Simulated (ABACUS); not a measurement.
Crystal: Ag.

```
Ag
1.0
     0.00000    2.04275    2.04275
     2.04275    0.00000    2.04275
     2.04275    2.04275    0.00000
Ag
1
Direct
  0.00000 0.00000 0.00000
```

Base run:

```yaml
Program: ABACUS 3.10.1
Functional: HLE16
Potentials_or_basis: PseudoDojo NC SR 0.4.1 PBE standard
Cutoff: 1116 eV
Density_cutoff: 4463 eV
Basis: plane waves
k_mesh: 9 × 9 × 9
Occupations: fermi-dirac, width 0.05 eV
Spin: no spin polarisation
```

Its results: band gap on the k mesh none (metal or under the smearing width); pressure -7.1 GPa.

Problem. The run is repeated on the same cell with these changes: functional from HLE16 to B86bPBE; potentials or basis from PseudoDojo NC SR 0.4.1 PBE standard to PseudoDojo NC SR 0.5 PBE standard. What comes out?

Solution. Band gap on the k mesh none (metal or under the smearing width); pressure 5.6 GPa.

Caveats: the potentials were made for another functional, which shifts forces and pressure; the potentials were made for a functional far from this one (some runs).
